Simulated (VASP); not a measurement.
Input of a VASP 6.6.1 run:

INCAR

```
  PREC = Accurate
  ENCUT = 520
  EDIFF = 1E-6
  ISMEAR = -1
  SIGMA = 0.05
  LREAL = False
  LASPH = True
  NELM = 100
  ALGO = Fast
  ISIF = 2
  LWAVE = False
  LCHARG = False
  GGA = RE
```

KPOINTS

```
regular mesh
0
Gamma
  14 14 14
```

The input POSCAR:

```
B
1.0
    1.8852400000      0.0000000000      0.0000000000
    0.0000000000      1.8852400000      0.0000000000
    0.0000000000      0.0000000000      1.8852400000
B
1
Direct
    0.5000000000      0.5000000000      0.5000000000
```

File KPOINTS_OPT:

```
path GXMGRX,MR
20
line-mode
reciprocal
 0.0000000000  0.0000000000  0.0000000000  G
 0.0000000000  0.5000000000  0.0000000000  X

 0.0000000000  0.5000000000  0.0000000000  X
 0.5000000000  0.5000000000  0.0000000000  M

 0.5000000000  0.5000000000  0.0000000000  M
 0.0000000000  0.0000000000  0.0000000000  G

 0.0000000000  0.0000000000  0.0000000000  G
 0.5000000000  0.5000000000  0.5000000000  R

 0.5000000000  0.5000000000  0.5000000000  R
 0.0000000000  0.5000000000  0.0000000000  X

 0.5000000000  0.5000000000  0.0000000000  M
 0.5000000000  0.5000000000  0.5000000000  R
```

Potentials or basis: VASP PAW PBE potentials, release 64 (B).

Command:

```bash
$ cat potpaw_PBE.64/B/POTCAR > POTCAR
$ mpirun -np 1 vasp_std > vasp.out
```

(1) Estimate the pressure.

(2) Estimate the band gap along the path.

Answers

(1) 3.2 GPa.

(2) none (metal or under the smearing width).

Caveat: the PAW data sets were made with another functional, which shifts forces and pressure a little.
